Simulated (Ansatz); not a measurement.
## Na (fcc): energy against volume

The calculation used DFT, RPBE, plane waves (420 eV) with PAW, scalar-relativistic in Ansatz 0.2.0. (PAW data from PBE, frozen cores regenerated.)

The cell is scaled uniformly from the relaxed one, with fractional coordinates and shape fixed. Energies are extrapolated to zero smearing, pressures are those at the given smearing. Magnetic state: spin not included.

A Birch-Murnaghan fit gives V₀ = 39.53 Å³/atom, B₀ = 7.0 GPa, B₀′ = 3.6.

(1) What are the energy above the minimum and the pressure at 36.345 Å³/atom?

(2) What are the energy above the minimum and the pressure at 42.666 Å³/atom?

(3) What are the energy above the minimum and the pressure at 44.247 Å³/atom?

Results:

(1) 6.4 meV/atom and 0.70 GPa as computed.

(2) 4.8 meV/atom and -0.45 GPa as computed.

(3) 10.3 meV/atom and -0.63 GPa as computed.
